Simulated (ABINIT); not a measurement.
A run of ABINIT 10.8.3 (patched build):

Contents of run.abi:

```
pp_dirpath "./"
pseudos "Te.GGA_PBE-JTH.xml, Sn.GGA_PBE-JTH.xml"

acell 7.3788135988 7.3788135988 7.3788135988
rprim
     1.0000000000     0.0000000000     0.0000000000
     0.0000000000     1.0000000000     0.0000000000
     0.0000000000     0.0000000000     1.0000000000
ntypat 2
znucl 52 50
natom 2
typat 1 2
xred
     0.5000000000     0.5000000000     0.5000000000
     0.0000000000     0.0000000000     0.0000000000

ecut 598.650497 eV
pawecutdg 44.0
pawxcdev 0

kptopt 1
ngkpt 7 7 7
nshiftk 1
shiftk 0.0 0.0 0.0

ixc 11

nband 14
occopt 3
tsmear 0.05 eV

nstep 100
tolvrs 1.0e-9

iomode 3
prtwf 0
prtden 0
prteig 0
prtebands 0
enunit 2
```

Potentials or basis: JTH PAW PBE v2.0.

Run with:

```sh
$ abinit run.abi > log 2>&1
```

Hardware: 1 thread of Intel(R) Xeon(R) 6975P-C (Granite Rapids) (shared host).

**Question.** How long does it take, and how much memory?

**Answer.** Run time: 20 s on 1 thread of Intel(R) Xeon(R) 6975P-C (Granite Rapids) (shared host), peak memory 0.12 GiB. Counts: scf iterations 10, mpi ranks 1, k points 20, bands 14, plane waves 1999.
